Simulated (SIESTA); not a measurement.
Gd:

```xyz
1
Lattice="-2.0250 2.0250 2.0250 2.0250 -2.0250 2.0250 2.0250 2.0250 -2.0250" Properties=species:S:1:pos:R:3 pbc="T T T"
Gd    0.0000    0.0000    0.0000
```

This isn't the form of Gd at room conditions, which is hcp.

```yaml
Program: SIESTA 5.4.2
Task: single point
Functional: PBE
Potentials_or_basis: PseudoDojo 3+ lanthanides (4f in the core) (PBE files)
Basis: DZP (energy shift 0.002 Ry; radii capped at 9.5 bohr)
Grid_cutoff: 800 Ry
Energy_shift: 0.002 Ry
k_mesh: 9 × 9 × 9
Occupations: fermi-dirac, width 0.05 eV
Spin: collinear spin, ferromagnetic start
Starting_moments: "[7.0] μB"
```

On this cell: pressure 0.0 GPa; net moment 0.36 μB per cell; band gap on the k mesh none (metal or under the smearing width).

The same run follows on a disturbed copy (cell strained at random at fixed volume):

```
CELL_PARAMETERS angstrom
-2.04397 1.92790 1.96623
2.03035 -2.06039 2.08509
2.06449 2.08091 -2.09872
ATOMIC_POSITIONS crystal
Gd 0.01011 0.00855 0.01139
```

**Question.** What changes?

**Answer.** The energy (extrapolated to zero smearing) moves by +5.8 meV/atom; pressure -0.1 GPa; net moment 0.00 μB per cell; band gap on the k mesh none (metal or under the smearing width).

Stress tensor (GPa, compression positive):
```
 0.72 -0.19  0.15
-0.19 -0.81  1.04
 0.15  1.04 -0.17
```

Caveats: semicore shells carry a single zeta, which can move pressures by several GPa and volumes by a few percent; spin-orbit coupling is left out, which moves the levels of the heavy elements; the 4f electrons are frozen in the core as for a trivalent ion, so they carry no moment and show no levels; the basis of atomic orbitals isn't converged, which shifts pressures, moduli and gaps.
